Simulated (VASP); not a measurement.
MgO:

```
Mg O
1.0
     0.00000    2.09700    2.09700
     2.09700    0.00000    2.09700
     2.09700    2.09700    0.00000
Mg O
1 1
Direct
  0.00000 0.00000 0.00000
  0.50000 0.50000 0.50000
```

The cell is a database's computed one.

Base run:

| Item | Value |
| --- | --- |
| Program | VASP 6.6.1 |
| Functional | HSE06 |
| Potentials or basis | VASP PAW PBE potentials, release 64 (Mg, O) |
| Cutoff | 520 eV |
| k mesh | 8 × 8 × 8 |
| Occupations | gaussian, width 0.02 eV |
| Spin | no spin polarisation |

Its results: band gap on the k mesh 6.60 eV, direct; pressure 0.6 GPa.

Problem. After a change of settings the same cell gave: band gap on the k mesh 6.33 eV, direct; pressure 0.8 GPa. Which change was it?
A. functional from HSE06 to HSE03
B. functional from HSE06 to PBE0
C. functional from HSE06 to r2SCAN-EpsX; ladder from free to gaps

Solution. A.

Caveats: the PAW data sets were made with another functional, which shifts forces and pressure a little.

Not every run made on this cell is shown here.
